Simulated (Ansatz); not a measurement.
**Mechanical response of AlP (F-43m)**

```
CELL_PARAMETERS angstrom
0.00000 2.71693 2.71693
2.71693 0.00000 2.71693
2.71693 2.71693 0.00000
ATOMIC_POSITIONS crystal
Al 0.00000 0.00000 0.00000
P 0.75000 0.75000 0.75000
```

The conventional cell has a = 5.434 Å, b = 5.434 Å, c = 5.434 Å, α = 90.00°, β = 90.00°, γ = 90.00°. Al (atom 1) is surrounded by 4 P at 2.35 Å. P (atom 2) is surrounded by 4 Al at 2.35 Å.

Computed, not measured; unless marked otherwise by LDA, all-electron LAPW in Ansatz 0.2.0, scalar-relativistic. k mesh 8×8×8, fixed occupations, basis error target 0.5 meV/atom. The cell was relaxed by PAW under this functional.

The cell is cubic and carries a residual pressure of -0.03 GPa at this level. Each strain component that symmetry leaves independent is applied at ±0.003 and ±0.006, the ions relax wherever a strain frees them, and the stress (tension positive, GPa) is read. Shears are engineering strains, γ = 2ε.

| strain | size | σxx | σyy | σzz | σyz | σxz | σxy |
| --- | --- | --- | --- | --- | --- | --- | --- |
| xx | -0.006 | -0.7671 | -0.3893 | -0.3893 | 0.0000 | 0.0000 | 0.0000 |
| xx | -0.003 | -0.3681 | -0.1776 | -0.1776 | 0.0000 | 0.0000 | 0.0000 |
| xx | +0.003 | 0.4256 | 0.2323 | 0.2323 | 0.0000 | 0.0000 | 0.0000 |
| xx | +0.006 | 0.8203 | 0.4307 | 0.4307 | 0.0000 | 0.0000 | 0.0000 |
| yz | -0.006 | 0.0306 | 0.0286 | 0.0286 | -0.3692 | 0.0000 | 0.0000 |
| yz | -0.003 | 0.0298 | 0.0293 | 0.0293 | -0.1846 | 0.0000 | 0.0000 |
| yz | +0.003 | 0.0298 | 0.0293 | 0.0293 | 0.1846 | 0.0000 | 0.0000 |
| yz | +0.006 | 0.0306 | 0.0286 | 0.0286 | 0.3692 | 0.0000 | 0.0000 |

The slope is [8(σ(+δ) − σ(−δ)) − (σ(+2δ) − σ(−2δ))]/(12δ), and the program imposes the crystal's symmetry on the matrix.

Task: What are the independent elastic constants?

Result: C11 = 132.3, C12 = 68.3, C44 = 61.5 GPa.

Task: Do they meet the Born conditions?

Result: C11 − C12 = 64.0, C11 + 2C12 = 268.9 and C44 = 61.5 GPa must all be positive, so the crystal is elastically stable; that says nothing yet of its phonons.

Task: What moduli does a random aggregate of grains have?

Result: B = (C11 + 2C12)/3 = 89.6 GPa. G_V = (C11 − C12 + 3C44)/5 = 49.7 and G_R = 5(C11 − C12)C44/(4C44 + 3(C11 − C12)) = 44.9, so G_H = 47.3 GPa. Then E = 9BG/(3B + G) = 120.7 GPa, ν = (3B − 2G)/(6B + 2G) = 0.276 and B/G = 1.89, on the ductile side of Pugh's 1.75 (a rule of thumb, made for metals; it doesn't predict ductility here).

Task: With the density of 2.399 g/cm³, how fast does sound travel, and what Debye temperature follows?

Result: 

| direction | slow (m/s) | middle (m/s) | fast (m/s) |
| --- | --- | --- | --- |
| [100] | 5064 | 5064 | 7425 |
| [110] | 3651 | 5064 | 8213 |
| [111] | 4176 | 4176 | 8459 |

The mean of v⁻³ over directions and branches gives v_m = 4907 m/s and θ_D = (ħ/k_B) v_m (6π²n)^(1/3) = 538 K, n being atoms per volume. Young's modulus spans 86 to 150 GPa over directions, and the universal anisotropy index is 0.53.

Task: How far do the constants move if PAW replaces LAPW in the same cell?

Result: 

```csv
constant,LAPW (GPa),PAW (GPa),difference
C11,132.3,132.6,0.3
C12,68.3,68.8,0.5
C44,61.5,61.6,0.1
```

Task: How do the constants change if the ions are clamped to the homogeneous strain?

Result: Clamped values, with the change against relaxed ions: C11 = 132.3 (+0.0), C12 = 68.3 (+0.0), C44 = 90.4 (+28.8) GPa.

Task: What happens at 20 GPa (cell relaxed there)?

Result: The volume falls to 0.8520 of its value, and C11 = 195.4, C12 = 147.3, C44 = 56.9 GPa (slopes of the stress), in this structure whether or not another phase takes over.

Known limits: constants at zero field, no piezoelectric stiffening; the frozen-core PAW files of the compared runs were fitted under PBE, their cores solved anew for this functional.
